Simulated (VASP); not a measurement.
Here is a VASP 6.6.1 calculation.

POSCAR

```
BN
1.0
    0.0000000000      1.8130010000      1.8130010000
    1.8130010000      0.0000000000      1.8130010000
    1.8130010000      1.8130010000      0.0000000000
N B
1 1
Direct
    0.2500000000      0.2500000000      0.2500000000
    0.0000000000      0.0000000000      0.0000000000
```

INCAR.step1

```
SYSTEM = BN
PREC = Accurate
ENCUT = 520
EDIFF = 1E-6
ISMEAR = -1
SIGMA = 0.05
LREAL = .FALSE.
LASPH = .TRUE.
NELM = 60
ALGO = Normal
ISIF = 2
LWAVE = .FALSE.
LCHARG = .TRUE.
```

KPOINTS.step1

```
Automatic mesh
0
G
  13 13 13
  0 0 0
```

File INCAR.step2:

```
SYSTEM = BN
PREC = Accurate
ENCUT = 520
EDIFF = 1E-6
ISMEAR = 0
SIGMA = 0.05
LREAL = .FALSE.
LASPH = .TRUE.
NELM = 60
ALGO = Normal
ISIF = 2
LWAVE = .FALSE.
LCHARG = .FALSE.
ICHARG = 11
```

Contents of KPOINTS.step2:

```
path GXWKGLUWLK,UX
20
line-mode
reciprocal
 0.0000000000  0.0000000000  0.0000000000  G
 0.5000000000  0.0000000000  0.5000000000  X

 0.5000000000  0.0000000000  0.5000000000  X
 0.5000000000  0.2500000000  0.7500000000  W

 0.5000000000  0.2500000000  0.7500000000  W
 0.3750000000  0.3750000000  0.7500000000  K

 0.3750000000  0.3750000000  0.7500000000  K
 0.0000000000  0.0000000000  0.0000000000  G

 0.0000000000  0.0000000000  0.0000000000  G
 0.5000000000  0.5000000000  0.5000000000  L

 0.5000000000  0.5000000000  0.5000000000  L
 0.6250000000  0.2500000000  0.6250000000  U

 0.6250000000  0.2500000000  0.6250000000  U
 0.5000000000  0.2500000000  0.7500000000  W

 0.5000000000  0.2500000000  0.7500000000  W
 0.5000000000  0.5000000000  0.5000000000  L

 0.5000000000  0.5000000000  0.5000000000  L
 0.3750000000  0.3750000000  0.7500000000  K

 0.6250000000  0.2500000000  0.6250000000  U
 0.5000000000  0.0000000000  0.5000000000  X
```

Potentials or basis: VASP PAW LDA potentials, release 64 (N, B).

The run is started by

```bash
$ cat potpaw_LDA.64/N/POTCAR potpaw_LDA.64/B/POTCAR > POTCAR
$ cp INCAR.step1 INCAR
$ cp KPOINTS.step1 KPOINTS
$ mpirun -np 1 vasp_std > vasp.out
$ cp INCAR.step2 INCAR
$ cp KPOINTS.step2 KPOINTS
$ mpirun -np 1 vasp_std > vasp.out
```

Question: Estimate the band gap along the path.

Answer: 4.33 eV, indirect (least direct gap 8.64 eV).

Question: Predict the band gap on the k mesh.

Answer: 4.41 eV, indirect (least direct gap 8.64 eV).

Levels at the corners of the path, in eV from the valence-band top:
```
point  band 2  band 3  band 4  band 5  band 6  band 7
    Γ    0.00    0.00    0.00    8.64    8.64    8.64
    X   -8.83   -4.88   -4.88    4.33    9.09   17.56
    X   -8.83   -4.88   -4.88    4.33    9.09   17.56
    W   -7.47   -6.96   -6.50    9.39   13.12   14.19
    W   -7.47   -6.96   -6.50    9.39   13.12   14.19
    K   -8.03   -7.66   -4.06    6.76   12.68   15.53
    K   -8.03   -7.66   -4.06    6.76   12.68   15.53
    Γ    0.00    0.00    0.00    8.64    8.64    8.64
    Γ    0.00    0.00    0.00    8.64    8.64    8.64
    L  -10.63   -1.93   -1.93   10.09   10.51   10.51
    L  -10.63   -1.93   -1.93   10.09   10.51   10.51
    U   -8.03   -7.66   -4.06    6.76   12.68   15.53
    U   -8.03   -7.66   -4.06    6.76   12.68   15.53
    W   -7.47   -6.96   -6.50    9.39   13.12   14.19
    W   -7.47   -6.96   -6.50    9.39   13.12   14.19
    L  -10.63   -1.93   -1.93   10.09   10.51   10.51
    L  -10.63   -1.93   -1.93   10.09   10.51   10.51
    K   -8.03   -7.66   -4.06    6.76   12.68   15.53
    U   -8.03   -7.66   -4.06    6.76   12.68   15.53
    X   -8.83   -4.88   -4.88    4.33    9.09   17.56
```

Caveat: the log is that of the step along the path at fixed density, whose energy, stress, charges and moments have no meaning.

**What was measured.**

From a printed reference work, monograph, for a bulk crystal of BN at 300 K: band gap 6.4 eV (indirect).

A measured gap of BN is 6.4 eV (indirect; 300 K; a printed reference work, monograph); the calculated 4.33 eV misses it by -2.07 eV. The value is that of LDA, without temperature or zero-point motion. Semilocal functionals fall short of measured gaps as a rule. The cell is a database's relaxed one, not the measured one, which moves gaps too.
